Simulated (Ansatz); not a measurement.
**HfO₂: what each run costs**

Cell: 12 atoms, space group P2_1/c, a = 5.118 Å, b = 5.186 Å, c = 5.284 Å, α = 90.00°, β = 99.35°, γ = 90.00°.

All runs are DFT with Ansatz 0.2.0 on 1 thread of Intel Xeon Platinum 8259CL CPU @ 2.50GHz (Skylake/Cascade Lake) (x86_64; 32 cores open to the job, memory cap 3.0 GiB, no GPU), a shared host.

Problem. Rank the runs by wall time, shortest first.
A. relaxation of the ions, PBE, 420 eV, 5×5×5 k-points, smearing 0.02 eV
B. single point, PBE, 420 eV, 5×5×5 k-points, smearing 0.02 eV
C. single point at relaxed positions, PBE with spin–orbit coupling, 420 eV, 5×5×5 k-points, smearing 0.02 eV
D. single point at relaxed positions, r2SCAN, 500 eV, 5×5×5 k-points, smearing 0.02 eV

Solution. B (45 s, 0.78 GiB), D (90 s, 1 GiB), A (2.7 min, 0.8 GiB), C (6.2 min, 1.9 GiB).
